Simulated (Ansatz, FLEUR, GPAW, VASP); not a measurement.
## Fitting the PBEsol energy curve of AuAl2

It takes space group Fm-3m (No. 225, cubic). The conventional cell has a = 6.000 Å, b = 6.000 Å, c = 6.000 Å, α = 90.00°, β = 90.00°, γ = 90.00°. Au (site symmetry m-3m) has 8 Al at 2.60 Å as nearest neighbours. Al (site symmetry -43m) has 4 Au at 2.60 Å as nearest neighbours.

The cell was scaled at fixed shape and fractions and run with VASP, PBE PAW files Al, Au, 520 eV; PBEsol, k mesh 8 × 8 × 8 on the cell of 3 atoms, fermi-dirac occupations of 0.05 eV, no spin polarisation, no spin-orbit coupling. The potentials were made for PBE. Energies are those that the program minimises, any entropy of the smearing included. For a metal such a mesh isn't converged to the digits shown.

```csv
V (Å³/atom),energy over the lowest row (meV/atom)
16.9200,25.48
17.2800,10.73
17.6400,2.48
18.0000,0.00
18.3600,2.66
18.7200,?
19.0800,21.14
```

Problem. Fit the third-order Birch-Murnaghan form, give V0, B0 and B′, and predict the energy left open.

Solution. With y = (V0/V)^(2/3), E = E0 + (9 V0 B0/16) [(y - 1)³ B′ + (y - 1)² (6 - 4y)]. Least squares through the rows shown give V0 = 17.9867 Å³/atom, E0 = 0.00 meV, B0 = 114.5 GPa (1 eV/Å³ = 160.218 GPa) and B′ = 4.90, with a largest miss of 0.01 meV. At V = 18.7200 the form with these constants gives 9.88 meV; the run gave 9.88 meV an atom. Other set-ups at this level, from all their volumes (Å³/atom, GPa): FLEUR, all-electron, FLAPW: V0 18.013, B0 114; GPAW, PAW data sets generated for this functional: V0 18.076, B0 114; Ansatz, all-electron LAPW, scalar-relativistic: V0 18.006, B0 114.
